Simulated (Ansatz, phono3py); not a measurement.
# AlAs (F-43m): lattice thermal conductivity, part 3 of 3

How well does the lattice of AlAs conduct heat?

Experimental results on record:
- thermal conductivity 98 W/m/K near room temperature (given in “Combining the AFLOW GIBBS and Elastic Libraries to efficiently and robustly screen thermo-mechanical properties of solids”, 2017, arXiv:1611.05714)

Ansatz 0.2.0; DFT LDA, scalar-relativistic, plane waves, PAW.

So far. Step 2 (Probe on a coarse mesh): The start is under -1.2 GPa at this level and looks like an insulator or semiconductor on this mesh. Step 4 (Tight relaxation): The residual pressure is 3.9e-4 GPa, small enough for phonons. The relaxed cell has a = 5.629 Å (conventional setting).

## 7. Third-order constants and the Boltzmann equation (continued)

W/m/K. Kappa, by row:

| T (K) | RTA xx | RTA yy | RTA zz | full xx | full yy | full zz | coherence part xx | coherence part yy | coherence part zz | ending | iterations | least Ritz value |
| --- | --- | --- | --- | --- | --- | --- | --- | --- | --- | --- | --- | --- |
| 100 | 303.9 | 303.9 | 303.9 | 298.6 | 298.6 | 298.6 | 0.02852 | 0.02852 | 0.02852 | converged | 8 | 0.589 |
| 150 | 171.2 | 171.2 | 171.2 | 167.4 | 167.4 | 167.4 | 0.05403 | 0.05403 | 0.05403 | converged | 8 | 0.601 |
| 200 | 120.8 | 120.8 | 120.8 | 118 | 118 | 118 | 0.07325 | 0.07325 | 0.07325 | converged | 8 | 0.664 |
| 300 | 77.25 | 77.25 | 77.25 | 75.5 | 75.5 | 75.5 | 0.09184 | 0.09184 | 0.09184 | converged | 8 | 0.632 |
| 400 | 57.17 | 57.17 | 57.17 | 55.91 | 55.91 | 55.91 | 0.0958 | 0.0958 | 0.0958 | converged | 8 | 0.616 |
| 500 | 45.48 | 45.48 | 45.48 | 44.48 | 44.48 | 44.48 | 0.09461 | 0.09461 | 0.09461 | converged | 8 | 0.613 |
| 600 | 37.79 | 37.79 | 37.79 | 36.97 | 36.97 | 36.97 | 0.09214 | 0.09214 | 0.09214 | converged | 8 | 0.611 |
| 800 | 28.27 | 28.27 | 28.27 | 27.66 | 27.66 | 27.66 | 0.08769 | 0.08769 | 0.08769 | converged | 8 | 0.61 |

Lattice thermal conductivity against temperature:

| temperature (K) | RTA xx (W/m/K) | full xx (W/m/K) |
| --- | --- | --- |
| 100 | 304 | 299 |
| 150 | 171 | 167 |
| 200 | 121 | 118 |
| 300 | 77.2 | 75.5 |
| 400 | 57.2 | 55.9 |
| 500 | 45.5 | 44.5 |
| 600 | 37.8 | 37.0 |
| 800 | 28.3 | 27.7 |

The modes has structure finer than the step of the table below, so its rows give means over 20 cm⁻¹, whole bins alone (the curve runs from -10 to 417 cm⁻¹). Peaks (cm⁻¹: height): Al 94.7: 0.0119, 336.4: 0.0819; As 94.7: 0.0339, 194.1: 0.0388, 336.4: 0.0252.

Phonopy on the run's constants, 17x17x17 mesh, Gaussian sigma 3.0 cm⁻¹. Modes against wavenumber; means over each step; values in 1/cm⁻¹/cell:

| wavenumber (cm⁻¹) | Al | As |
| --- | --- | --- |
| 0 | 8.6e-6 | 2.5e-5 |
| 20 | 1.1e-4 | 3.1e-4 |
| 40 | 5.6e-4 | 0.00158 |
| 60 | 0.00215 | 0.00616 |
| 80 | 0.00683 | 0.0197 |
| 100 | 0.00940 | 0.0267 |
| 120 | 0.00575 | 0.0169 |
| 140 | 0.00246 | 0.00816 |
| 160 | 7.8e-4 | 0.00466 |
| 180 | 0.00119 | 0.0135 |
| 200 | 7.7e-4 | 0.0217 |
| 220 | 6.8e-6 | 5.5e-4 |
| 240 | 0 | 0 |
| 260 | 0 | 0 |
| 280 | 0 | 0 |
| 300 | 0 | 0 |
| 320 | 0.00498 | 0.00144 |
| 340 | 0.0679 | 0.0206 |
| 360 | 0.0304 | 0.00529 |
| 380 | 0.0144 | 0.00213 |
| 400 | 0.00215 | 5.3e-4 |

Distinct triplets, nearest first. Third order norms, by row:

| sites | side 1 (Å) | side 2 (Å) | side 3 (Å) | norm of the 27 components (eV/Å³) |
| --- | --- | --- | --- | --- |
| Al-Al-Al | 0 | 0 | 0 | 63.94 |
| As-As-As | 0 | 0 | 0 | 66.52 |
| Al-As-As | 0 | 2.44 | 2.44 | 26.53 |
| Al-As-Al | 0 | 2.44 | 2.44 | 26.85 |
| Al-Al-As | 2.44 | 2.44 | 3.98 | 0.7 |
| Al-As-As | 2.44 | 2.44 | 3.98 | 0.362 |
| Al-Al-Al | 0 | 3.98 | 3.98 | 0.616 |
| Al-Al-Al | 3.98 | 3.98 | 3.98 | 0.193 |
| Al-Al-Al | 3.98 | 3.98 | 3.98 | 0.059 |
| As-As-As | 0 | 3.98 | 3.98 | 0.61 |
| As-As-As | 3.98 | 3.98 | 3.98 | 0.084 |
| As-As-As | 3.98 | 3.98 | 3.98 | 0.132 |

Born charge (rows field, columns displacement) (e), principal values of the symmetric part by kind of site:

| atom | atoms with these values | low | middle | high | mean |
| --- | --- | --- | --- | --- | --- |
| Al1 | 1 | 2.15 | 2.15 | 2.15 | 2.15 |
| As2 | 1 | -2.15 | -2.15 | -2.15 | -2.15 |

In full for As2:

```
-2.15  0.00  0.00
 0.00 -2.15  0.00
 0.00  0.00 -2.15
```

RTA, 300 K. Kappa by branch, by row:

| branch (by rank) | mean frequency (THz) | mean rms speed (km/s) | median lifetime (ps) | share of kappa |
| --- | --- | --- | --- | --- |
| 1 | 2.62 | 1.53 | 39.9 | 0.272 |
| 2 | 3.2 | 2.12 | 40.2 | 0.401 |
| 3 | 5.35 | 1.99 | 5.67 | 0.281 |
| 4 | 10.13 | 0.51 | 21 | 0.008 |
| 5 | 10.25 | 0.58 | 25 | 0.012 |
| 6 | 11.01 | 1.26 | 11.4 | 0.026 |

Table of spectral kappa at 300 K by frequency; read off at these points; values in W/m/K/THz:

| frequency (THz) | relaxation time (W/m/K/THz) | full solution (W/m/K/THz) |
| --- | --- | --- |
| 0.10 | 0 | 0 |
| 0.50 | 10.6 | 10.4 |
| 0.70 | 8.75 | 8.71 |
| 1.10 | 33.3 | 33.1 |
| 1.30 | 20.4 | 20.1 |
| 1.50 | 29.8 | 29.8 |
| 1.70 | 22.6 | 22.5 |
| 2.10 | 18.6 | 17.7 |
| 2.30 | 23.4 | 22.4 |
| 2.70 | 23.1 | 22.4 |
| 2.90 | 16.4 | 16.0 |
| 3.30 | 18.4 | 17.9 |
| 3.50 | 26.8 | 26.0 |
| 3.70 | 20.8 | 20.3 |
| 3.90 | 9.15 | 9.66 |
| 4.30 | 2.60 | 2.48 |
| 4.50 | 1.29 | 1.32 |
| 4.90 | 1.59 | 1.39 |
| 5.30 | 1.26 | 0.732 |
| 5.50 | 0.869 | 0.236 |
| 5.90 | 0.715 | 0.132 |
| 6.10 | 0.238 | 0.132 |
| 6.50 | 0 | 0 |
| 6.70 | 0 | 0 |
| 7.10 | 0 | 0 |
| 7.50 | 0 | 0 |
| 7.70 | 0 | 0 |
| 8.10 | 0 | 0 |
| 8.30 | 0 | 0 |
| 8.70 | 0 | 0 |
| 9.10 | 0 | 0 |
| 9.30 | 0 | 0 |
| 9.70 | 0 | 0 |
| 9.90 | 0.223 | 0.376 |
| 10.30 | 4.88 | 5.01 |
| 10.70 | 2.41 | 2.47 |
| 10.90 | 2.23 | 2.27 |
| 11.30 | 0.734 | 0.779 |
| 11.50 | 0.343 | 0.359 |
| 11.90 | 0.00319 | 0.00588 |

Relaxation-time solution. The share of κ carried by shorter paths by mean free path:

| mean free path (nm) | 100 K | 300 K | 800 K |
| --- | --- | --- | --- |
| 1.47 | 0 | 0 | 0.001 |
| 2.15 | 0 | 0 | 0.003 |
| 3.16 | 0 | 0 | 0.008 |
| 4.64 | 0 | 0.001 | 0.017 |
| 6.81 | 0 | 0.004 | 0.031 |
| 10 | 0 | 0.01 | 0.056 |
| 14.7 | 0 | 0.019 | 0.086 |
| 21.5 | 0.001 | 0.036 | 0.136 |
| 31.6 | 0.004 | 0.058 | 0.251 |
| 46.4 | 0.007 | 0.087 | 0.364 |
| 68.1 | 0.011 | 0.164 | 0.467 |
| 100 | 0.015 | 0.258 | 0.536 |
| 147 | 0.026 | 0.394 | 0.647 |
| 215 | 0.053 | 0.469 | 0.723 |
| 316 | 0.143 | 0.544 | 0.828 |
| 464 | 0.234 | 0.652 | 0.879 |
| 681 | 0.327 | 0.725 | 0.901 |
| 1000 | 0.401 | 0.834 | 0.973 |
| 1470 | 0.481 | 0.881 | 1 |
| 2150 | 0.532 | 0.911 | 1 |
| 3160 | 0.586 | 0.969 | 1 |
| 4640 | 0.675 | 1 | 1 |
| 6810 | 0.742 | 1 | 1 |
| 10000 | 0.833 | 1 | 1 |
| 14700 | 0.884 | 1 | 1 |
| 21500 | 0.92 | 1 | 1 |
| 31600 | 0.92 | 1 | 1 |
| 46400 | 1 | 1 | 1 |

300 K; a sample spread over frequency. Mode lifetimes, by row, the first 40 of 90 rows:

| q1 | q2 | q3 | branch | frequency (THz) | rms speed (km/s) | three-phonon rate (1/ps) | isotope rate (1/ps) | lifetime (ps) | mean free path (nm) |
| --- | --- | --- | --- | --- | --- | --- | --- | --- | --- |
| 0 | 0 | 0.0526 | 1 | 0.469 | 3.17 | 0.00114 | 0 | 875 | 2770 |
| 0 | 0.1053 | 0.1053 | 1 | 1.29 | 3.2 | 0.00309 | 0 | 324 | 1040 |
| 0 | 0 | 0.2105 | 2 | 1.624 | 1.78 | 0.00616 | 0 | 162 | 289 |
| 0.0526 | 0.1053 | 0.2105 | 2 | 1.872 | 3.33 | 0.00899 | 0 | 111 | 370 |
| 0.0526 | 0.1579 | 0.2632 | 1 | 2.01 | 2.58 | 0.0117 | 0 | 85.4 | 221 |
| 0 | 0.0526 | -0.2632 | 2 | 2.096 | 2.46 | 0.0152 | 0 | 65.6 | 161 |
| 0.0526 | 0.1579 | -0.2105 | 1 | 2.185 | 1.88 | 0.0135 | 0 | 73.9 | 139 |
| 0 | 0.2105 | 0.2105 | 1 | 2.26 | 1.85 | 0.0192 | 0 | 52.2 | 96.4 |
| 0 | 0.1579 | 0.3158 | 1 | 2.325 | 1.4 | 0.0219 | 0 | 45.6 | 63.9 |
| 0 | 0.1579 | 0.2632 | 2 | 2.422 | 2.47 | 0.0173 | 0 | 57.9 | 143 |
| 0.0526 | 0.1053 | 0.4211 | 2 | 2.502 | 3.02 | 0.0232 | 0 | 43.1 | 130 |
| 0 | 0.2105 | 0.4211 | 1 | 2.585 | 1.04 | 0.03 | 0 | 33.3 | 34.7 |
| 0 | 0.1053 | 0.1579 | 3 | 2.639 | 4.98 | 0.0159 | 0 | 63.1 | 314 |
| 0 | 0.1579 | -0.1579 | 2 | 2.688 | 2.6 | 0.0244 | 0 | 41 | 107 |
| 0.0526 | 0.1579 | 0.3684 | 2 | 2.746 | 2.73 | 0.0245 | 0 | 40.9 | 112 |
| 0.0526 | 0.3158 | 0.3684 | 2 | 2.791 | 1.27 | 0.0368 | 0 | 27.2 | 34.4 |
| 0 | 0.3684 | -0.4211 | 1 | 2.826 | 0.04 | 0.0356 | 0 | 28.1 | 0.985 |
| 0.0526 | 0.3158 | -0.3684 | 1 | 2.878 | 1.34 | 0.0312 | 0 | 32.1 | 42.8 |
| 0.0526 | 0.2632 | 0.3684 | 2 | 2.909 | 1.99 | 0.0356 | 0 | 28.1 | 55.9 |
| 0.0526 | 0.2105 | 0.3684 | 2 | 2.945 | 2.03 | 0.029 | 0 | 34.5 | 70 |
| 0.1053 | 0.3158 | -0.3158 | 1 | 3.034 | 1.86 | 0.0282 | 0 | 35.4 | 65.9 |
| 0.1053 | 0.4211 | -0.4737 | 1 | 3.116 | 1.34 | 0.038 | 0 | 26.3 | 35.3 |
| 0.0526 | 0.2105 | 0.4211 | 2 | 3.181 | 2.12 | 0.0258 | 0 | 38.7 | 82.3 |
| 0 | 0.1579 | -0.4737 | 2 | 3.246 | 3.26 | 0.0247 | 0 | 40.5 | 132 |
| 0 | 0.2105 | 0.4211 | 2 | 3.353 | 1.89 | 0.0229 | 0 | 43.6 | 82.4 |
| 0.1579 | 0.4737 | -0.3158 | 1 | 3.47 | 1.99 | 0.0269 | 0 | 37.1 | 74 |
| 0.1579 | 0.3684 | -0.4737 | 2 | 3.548 | 1.96 | 0.0269 | 0 | 37.2 | 72.9 |
| 0.1053 | 0.3158 | -0.4737 | 2 | 3.642 | 1.53 | 0.022 | 0 | 45.5 | 69.6 |
| 0 | 0 | 0.2105 | 3 | 3.775 | 5 | 0.0164 | 0 | 61 | 305 |
| 0.1579 | 0.3684 | -0.2105 | 2 | 3.863 | 1.49 | 0.025 | 0 | 40 | 59.5 |
| 0 | 0.2632 | -0.4211 | 2 | 3.978 | 1.3 | 0.0283 | 0 | 35.3 | 45.8 |
| 0.0526 | 0.3684 | -0.3684 | 2 | 4.052 | 1.03 | 0.038 | 0 | 26.3 | 27.1 |
| 0.0526 | 0.1579 | 0.3158 | 3 | 4.321 | 3.72 | 0.0846 | 0 | 11.8 | 43.9 |
| 0 | 0.0526 | -0.2632 | 3 | 4.754 | 4.15 | 0.163 | 0 | 6.14 | 25.5 |
| 0.0526 | 0.1053 | 0.3684 | 3 | 5.122 | 3.52 | 0.198 | 0 | 5.04 | 17.7 |
| 0.1053 | 0.2632 | 0.4737 | 3 | 5.347 | 1.9 | 0.213 | 0 | 4.7 | 8.9 |
| 0.1053 | 0.2632 | -0.2632 | 3 | 5.506 | 1.65 | 0.217 | 0 | 4.61 | 7.59 |
| 0.0526 | 0.1579 | -0.3158 | 3 | 5.635 | 2.32 | 0.282 | 0 | 3.55 | 8.25 |
| 0.1579 | 0.3684 | -0.2632 | 3 | 5.735 | 0.63 | 0.182 | 0 | 5.49 | 3.44 |
| 0 | 0.2632 | -0.3684 | 3 | 5.785 | 0.71 | 0.184 | 0 | 5.42 | 3.87 |

Without the LO-TO term. Gamma linewidths, by row:

| branch | frequency (cm⁻¹) | three-phonon rate (1/ps) | isotope rate (1/ps) | FWHM (cm⁻¹) |
| --- | --- | --- | --- | --- |
| 4 | 358.6 | 0.0786 | 0 | 0.417 |
| 5 | 358.6 | 0.0786 | 0 | 0.417 |
| 6 | 358.6 | 0.0786 | 0 | 0.417 |

W/m/K, third of the trace; RTA populations with a boundary rate v/L added to each mode (Matthiessen's rule). Kappa by grain size, by row:

| T (K) | bulk | 10 nm | 30 nm | 100 nm | 300 nm | 1000 nm | 10000 nm | 100000 nm |
| --- | --- | --- | --- | --- | --- | --- | --- | --- |
| 100 | 303.9 | 4.536 | 12.22 | 32.43 | 67.57 | 121.8 | 228.7 | 288.7 |
| 300 | 77.15 | 5.654 | 12.75 | 25.83 | 40.78 | 56.29 | 73.16 | 76.7 |
| 600 | 37.7 | 5.025 | 10.15 | 17.89 | 25.2 | 31.52 | 36.77 | 37.6 |

At 300 K the relaxation-time value is 77.2 W/(m K).

## 8. Results

```yaml
highest_frequency: 395 cm⁻¹
debye_temperature_from_the_second_moment: 491 K
kappa_at_300_k_relaxation_time: 77.25 W/m/K
kappa_at_300_k_full_solution: 75.5 W/m/K
mean_free_path_at_half_of_kappa: 247 nm
share_of_kappa_above_the_three_lowest_branches: 0.046
```

What this shows: The lattice of AlAs conducts 75.5 W/(m K) at 300 K by LDA (mean over directions, full solution). The full solution lies -2 % from the relaxation-time value at 300 K, so the relaxation-time approximation serves here. Above 300 K the relaxation-time κ falls as T^-1.02, near the 1/T law of three-phonon scattering. Grains of 100 nm would keep 33 % of the bulk value at 300 K, and grains of 1 µm 73 %. A measured thermal conductivity near room temperature is 98 W/m/K (arXiv:1611.05714); the calculated 75.5 W/m/K differs by -23 %. Missing scattering can't explain a value that is too low; the supercell, the cutoff, the meshes, the functional and the use of 0 K frequencies can. The sum rules changed one orbit of cubic constants by up to 26 %; by the manual a large change points to a short cutoff or, on a small and distant orbit, to noisy forces. The conductivities include the coherence part between close branches; the shares for grains, isotopes, branches and paths are of the relaxation-time populations alone. Cubic couplings among atoms farther apart than the pair cutoff are dropped, and neither the cutoff nor the q-mesh was shown to be converged here. The interpolation has no quadrupole term, so branches near the zone centre are less sure, since this crystal has sites that are not centres of inversion. The PAW files were made for PBE and are used here under another functional, for which the program regenerates the frozen cores.

[Logs are printed without paths, hosts, clocks, repeated set-up lines and the standing remarks that a program may print on its own settings, such as how far it seeks lower states.]

[Hosts, paths, dates, database ids (printed as entryN), source tags and the programs' standing remarks are cut or masked in the printed files.]

[A step with changed settings may run another functional than the one named; its input shows which.]
